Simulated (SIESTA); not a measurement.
Here is a SIESTA 5.4.2 calculation.

File run.py:

```python
from ase.io import read
from ase.calculators.siesta import Siesta
from ase.units import Ry, GPa

atoms = read("Rh.cif")

fdf = {
    'SCFMustConverge': False,
    'OccupationFunction': 'FD',
    'ElectronicTemperature': '0.05 eV',
    'MaxSCFIterations': '120',
    'SCF.Mixer.Method': 'Pulay',
    'SCF.Mixer.Weight': '0.25',
    'SCF.Mixer.History': '8',
    'SCF.DM.Tolerance': '5.0e-05',
    'SCF.H.Tolerance': '1.0e-03 eV',
    'WriteForces': 'true',
    'Charge.Mulliken': 'end',
    'Charge.Hirshfeld': 'end',
    'Charge.Voronoi': 'end',
    'SaveRho': 'true',
    'SaveElectrostaticPotential': 'true',
    'PAO.Basis': ['Rh.1 5', 'n=4 0 2', '  2.902 0.000', 'n=5 0 2', '  8.446 0.000', 'n=4 1 2', '  3.313 0.000', 'n=5 1 1', '  8.446', 'n=4 2 2', '  5.624 0.000'],
}
calc = Siesta(
    label="Rh",
    command="siesta < PREFIX.fdf > PREFIX.out",
    pseudo_path="pseudos",
    pseudo_qualifier="",
    xc=('GGA', 'PBE'),
    basis_set="DZP",
    mesh_cutoff=800 * Ry,
    energy_shift=0.003 * Ry,
    kpts=[7, 7, 7],
    spin="non-polarized",
    fdf_arguments=fdf,
)
atoms.calc = calc

print(f"energy = {atoms.get_potential_energy():.6f} eV")
free = atoms.get_potential_energy(force_consistent=True)
print(f"free energy = {free:.6f} eV")
print("forces (eV/A):")
print(atoms.get_forces(apply_constraint=False).round(6))
print("stress (GPa, Voigt order, tension positive):", (atoms.get_stress() / GPa).round(4))
```

Contents of Rh.cif:

```cif
data_Rh
_cell_length_a 3.79570000
_cell_length_b 3.79570000
_cell_length_c 3.79570000
_cell_angle_alpha 90.00000000
_cell_angle_beta 90.00000000
_cell_angle_gamma 90.00000000
_space_group_name_H-M_alt 'Fm-3m'
_space_group_name_Hall '-F 4 2 3'
_space_group_IT_number 225
loop_
_space_group_symop_operation_xyz
'x,y,z'
'-x,-y,-z'
'-y,x,z'
'y,-x,-z'
'-x,-y,z'
'x,y,-z'
'y,-x,z'
'-y,x,-z'
'x,-y,-z'
'-x,y,z'
'-y,-x,-z'
'y,x,z'
'-x,y,-z'
'x,-y,z'
'y,x,-z'
'-y,-x,z'
'z,x,y'
'-z,-x,-y'
'z,-y,x'
'-z,y,-x'
'z,-x,-y'
'-z,x,y'
'z,y,-x'
'-z,-y,x'
'-z,x,-y'
'z,-x,y'
'-z,-y,-x'
'z,y,x'
'-z,-x,y'
'z,x,-y'
'-z,y,x'
'z,-y,-x'
'y,z,x'
'-y,-z,-x'
'x,z,-y'
'-x,-z,y'
'-y,z,-x'
'y,-z,x'
'-x,z,y'
'x,-z,-y'
'-y,-z,x'
'y,z,-x'
'-x,-z,-y'
'x,z,y'
'y,-z,-x'
'-y,z,x'
'x,-z,y'
'-x,z,-y'
'x,y+1/2,z+1/2'
'-x,-y+1/2,-z+1/2'
'-y,x+1/2,z+1/2'
'y,-x+1/2,-z+1/2'
'-x,-y+1/2,z+1/2'
'x,y+1/2,-z+1/2'
'y,-x+1/2,z+1/2'
'-y,x+1/2,-z+1/2'
'x,-y+1/2,-z+1/2'
'-x,y+1/2,z+1/2'
'-y,-x+1/2,-z+1/2'
'y,x+1/2,z+1/2'
[... 40 lines left out ...]
'-x+1/2,-y,z+1/2'
'x+1/2,y,-z+1/2'
'y+1/2,-x,z+1/2'
'-y+1/2,x,-z+1/2'
'x+1/2,-y,-z+1/2'
'-x+1/2,y,z+1/2'
'-y+1/2,-x,-z+1/2'
'y+1/2,x,z+1/2'
'-x+1/2,y,-z+1/2'
'x+1/2,-y,z+1/2'
'y+1/2,x,-z+1/2'
'-y+1/2,-x,z+1/2'
'z+1/2,x,y+1/2'
'-z+1/2,-x,-y+1/2'
'z+1/2,-y,x+1/2'
'-z+1/2,y,-x+1/2'
'z+1/2,-x,-y+1/2'
'-z+1/2,x,y+1/2'
'z+1/2,y,-x+1/2'
'-z+1/2,-y,x+1/2'
'-z+1/2,x,-y+1/2'
'z+1/2,-x,y+1/2'
'-z+1/2,-y,-x+1/2'
'z+1/2,y,x+1/2'
'-z+1/2,-x,y+1/2'
'z+1/2,x,-y+1/2'
'-z+1/2,y,x+1/2'
'z+1/2,-y,-x+1/2'
'y+1/2,z,x+1/2'
'-y+1/2,-z,-x+1/2'
'x+1/2,z,-y+1/2'
'-x+1/2,-z,y+1/2'
'-y+1/2,z,-x+1/2'
'y+1/2,-z,x+1/2'
'-x+1/2,z,y+1/2'
'x+1/2,-z,-y+1/2'
'-y+1/2,-z,x+1/2'
'y+1/2,z,-x+1/2'
'-x+1/2,-z,-y+1/2'
'x+1/2,z,y+1/2'
'y+1/2,-z,-x+1/2'
'-y+1/2,z,x+1/2'
'x+1/2,-z,y+1/2'
'-x+1/2,z,-y+1/2'
'x+1/2,y+1/2,z'
'-x+1/2,-y+1/2,-z'
'-y+1/2,x+1/2,z'
'y+1/2,-x+1/2,-z'
'-x+1/2,-y+1/2,z'
'x+1/2,y+1/2,-z'
'y+1/2,-x+1/2,z'
'-y+1/2,x+1/2,-z'
'x+1/2,-y+1/2,-z'
'-x+1/2,y+1/2,z'
'-y+1/2,-x+1/2,-z'
'y+1/2,x+1/2,z'
'-x+1/2,y+1/2,-z'
'x+1/2,-y+1/2,z'
'y+1/2,x+1/2,-z'
'-y+1/2,-x+1/2,z'
'z+1/2,x+1/2,y'
'-z+1/2,-x+1/2,-y'
'z+1/2,-y+1/2,x'
'-z+1/2,y+1/2,-x'
'z+1/2,-x+1/2,-y'
'-z+1/2,x+1/2,y'
'z+1/2,y+1/2,-x'
'-z+1/2,-y+1/2,x'
'-z+1/2,x+1/2,-y'
'z+1/2,-x+1/2,y'
'-z+1/2,-y+1/2,-x'
'z+1/2,y+1/2,x'
'-z+1/2,-x+1/2,y'
'z+1/2,x+1/2,-y'
'-z+1/2,y+1/2,x'
'z+1/2,-y+1/2,-x'
'y+1/2,z+1/2,x'
'-y+1/2,-z+1/2,-x'
'x+1/2,z+1/2,-y'
'-x+1/2,-z+1/2,y'
'-y+1/2,z+1/2,-x'
'y+1/2,-z+1/2,x'
'-x+1/2,z+1/2,y'
'x+1/2,-z+1/2,-y'
'-y+1/2,-z+1/2,x'
'y+1/2,z+1/2,-x'
'-x+1/2,-z+1/2,-y'
'x+1/2,z+1/2,y'
'y+1/2,-z+1/2,-x'
'-y+1/2,z+1/2,x'
'x+1/2,-z+1/2,y'
'-x+1/2,z+1/2,-y'
loop_
_atom_site_label
_atom_site_type_symbol
_atom_site_symmetry_multiplicity
_atom_site_Wyckoff_symbol
_atom_site_fract_x
_atom_site_fract_y
_atom_site_fract_z
_atom_site_occupancy
Rh1 Rh 4 a 0.0000000000 0.0000000000 0.0000000000 1
```

Potentials or basis: PseudoDojo 0.4 standard (PBE files), DZP (energy shift 0.003 Ry; two zetas on semicore shells).

Launch:

```sh
$ python run.py
```

(1) What does it give for the band gap on the k mesh?

(2) What does it give for the pressure?

Answers

(1) none (metal or under the smearing width).

(2) 12.2 GPa.

Caveat: the basis of atomic orbitals isn't converged, which shifts pressures, moduli and gaps.
